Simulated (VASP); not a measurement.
A run of VASP 6.6.1 is set up as follows.

The input POSCAR:

```
C
1.0
    0.0000000000      2.1270000000      3.3480000000
    1.2280000000      0.0000000000      3.3480000000
    1.2280000000      2.1270000000      0.0000000000
C
2
Direct
    0.1666700000      0.8333300000      0.1666700000
    0.8333300000      0.1666700000      0.8333300000
```

File INCAR.step1:

```
ALGO = Normal
EDIFF = 1E-4
ENCUT = 520
GGA = PE
ISMEAR = 0
LASPH = T
LCHARG = F
LREAL = F
LWAVE = T
NBANDS = 11
NELM = 100
PREC = Accurate
SIGMA = 0.05
```

The input INCAR.step2:

```
ALGO = Normal
EDIFF = 1E-6
ENCUT = 520
ISIF = 2
ISMEAR = 0
ISTART = 1
LASPH = T
LCHARG = F
LMIXTAU = T
LREAL = F
LWAVE = F
METAGGA = R2SCAN
NBANDS = 11
NELM = 100
PREC = Accurate
SIGMA = 0.05
```

Contents of KPOINTS:

```
k-points
0
Gamma
  14 14 14
```

Potentials or basis: VASP PAW PBE potentials, release 64 (C).

The run is started by

```console
$ cat potpaw_PBE.64/C/POTCAR > POTCAR
$ cp INCAR.step1 INCAR
$ mpirun -np 1 vasp_std > vasp.out
$ cp INCAR.step2 INCAR
$ mpirun -np 1 vasp_std > vasp.out
```

Q: Predict the largest force.

A: 0.028 eV/Å.

Q: Predict the band gap on the k mesh.

A: 0.38 eV, indirect (least direct gap 0.47 eV).

Stress tensor (GPa, compression positive):
```
0.72 0.00 0.00
0.00 0.70 0.00
0.00 0.00 1.95
```

Caveat: the PAW data sets were made with another functional, which shifts forces and pressure a little. A k mesh can miss the band edges.
